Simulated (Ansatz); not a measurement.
The system is CdO (Monteponite).

```xyz
2
Lattice="0.0000 2.3495 2.3495 2.3495 0.0000 2.3495 2.3495 2.3495 0.0000" Properties=species:S:1:pos:R:3 pbc="T T T"
Cd    0.0000    0.0000    0.0000
O     2.3495    2.3495    2.3495
```

Base run:

```yaml
Program: Ansatz 0.2.0
Functional: PBE
Potentials_or_basis: Ansatz PAW
Cutoff: 300 eV
Density_cutoff: 1200 eV
k_mesh: 10 × 10 × 10
Occupations: fermi-dirac, width 0.05 eV
Spin: no spin polarisation
```

Its results: band gap on the k mesh none (metal or under the smearing width); pressure 6.6 GPa.

**Question.** The run is repeated on the same cell with these changes: functional from PBE to RPBE; cutoff from 300 eV to 420 eV (not typed: the program's choice for these potentials). What comes out?

**Answer.** Band gap on the k mesh none (metal or under the smearing width); pressure 10.6 GPa.

RPBE binds less tightly than PBE, so the same cell stands under more pressure.

Caveats: this crystal is a semiconductor, whose small gap the functional closes, so the metal is an error of the method; the pressure holds a Pulay correction of +25.5 GPa for the finite cutoff (some runs); the cutoff lies under the one recommended for these potentials (some runs); the PAW data sets come from PBE, with cores solved anew for the run's functional, which leaves a small shift of forces and pressure (some runs).
